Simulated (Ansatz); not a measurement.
A relaxed cell of Sn is given with its symmetry left out. The cell was found from a structure generator's guess, not taken from experiment.

Computed with DFT PBE, scalar-relativistic, plane waves, PAW (Ansatz 0.2.0). Cutoff 420 eV, Γ-centred mesh, Gaussian smearing, no spin polarisation.

```xyz
3
Lattice="4.3674 0.0000 0.0000 -2.1837 3.7823 0.0000 0.0000 0.0000 6.5205" Properties=species:S:1:pos:R:3 pbc="T T T"
Sn    2.1837    1.2608    4.8506
Sn    2.1837    1.2608    1.6699
Sn    0.0000    0.0000    0.0000
```

Energies count from the standard state of Sn at the same level. The references include grey tin.

(1) Find its symmetry and describe it.

(2) How far does it lie from the standard state of Sn?

(3) Is it a metal?

(4) From what recipe could a structure generator have reached it?

Answers

(1) P-6m2 (No. 187). Conventional cell: a = 4.367 Å, c = 6.520 Å. Sn on a site of symmetry 3m has 5 Sn at 3.02–3.34 Å; around Sn on a site of symmetry -6m2 lie 6 Sn at 3.02 Å.

(2) +0.19 eV/atom. It lies above the standard state, so it could only be metastable.

(3) Yes, bands cross the Fermi level on the 12×12×8 mesh.

(4) One such recipe: 4-, 6-connected net of one element (P-6m2, No. 187). Other recipes can lead to the same cell.

The last run used a 12×12×8 mesh (in the run's order of axes) for its 3-atom cell and Gaussian smearing of 0.10 eV. A structure relaxed within its symmetry needn't be a true minimum.
